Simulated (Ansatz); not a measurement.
A distorted cell of RuO$_{2}$ (rutile):

```yaml
crystal:
  lattice:
    - [9.04678, 0.00000, 0.00000]
    - [0.00000, 4.52339, 0.00000]
    - [0.00000, 0.00000, 3.11902]
  atoms:
    - { symbol: Ru, position: [0.24388, 0.50513, 0.50000] }
    - { symbol: Ru, position: [0.75612, 0.49487, 0.50000] }
    - { symbol: Ru, position: [0.99623, 0.99684, 0.00000] }
    - { symbol: Ru, position: [0.50377, 0.00316, 0.00000] }
    - { symbol: O, position: [0.40240, 0.80933, 0.50000] }
    - { symbol: O, position: [0.90327, 0.80201, 0.50000] }
    - { symbol: O, position: [0.14805, 0.69443, 0.00000] }
    - { symbol: O, position: [0.65763, 0.69422, 0.00000] }
    - { symbol: O, position: [0.34540, 0.30898, 0.00000] }
    - { symbol: O, position: [0.84893, 0.30236, 0.00000] }
    - { symbol: O, position: [0.09269, 0.19588, 0.50000] }
    - { symbol: O, position: [0.60164, 0.19278, 0.50000] }
```

Method: PBE (plane waves to 420 eV, PAW, scalar-relativistic; Ansatz, a program for electronic structure). k mesh 5×10×15 (Γ-centred), Fermi-Dirac smearing 0.05 eV. Compression counts positive. With partly filled bands, energies and forces of such displacements shift with the k mesh and the smearing. RuO2 is run without spin polarisation and with no Hubbard U. RuO2 was relaxed with its symmetry unable to fall.

Task: What forces act on the atoms (eV/Å, Cartesian)?

Result: 
```
atom      Fx      Fy     Fz
----  ------  ------  -----
Ru1    0.960  -0.431  0.000
Ru2   -0.983   0.379  0.000
Ru3    0.609   0.222  0.000
Ru4   -0.586  -0.274  0.000
O5     0.024  -0.022  0.000
O6     0.001   0.073  0.000
O7     0.127  -0.005  0.000
O8    -0.114  -0.002  0.000
O9     0.026  -0.014  0.000
O10   -0.063   0.073  0.000
O11    0.111  -0.020  0.000
O12   -0.112   0.020  0.000
```

Task: What is the stress tensor (GPa)?

Result: 
```
    0.2     -0.1      0.0
   -0.1      0.4      0.0
    0.0      0.0      0.2
```
The pressure, a third of the trace, is 0.3 GPa.

(A displaced cell: forces are minus the slopes of the energy, force constants its curvatures, and phonons follow from these.)
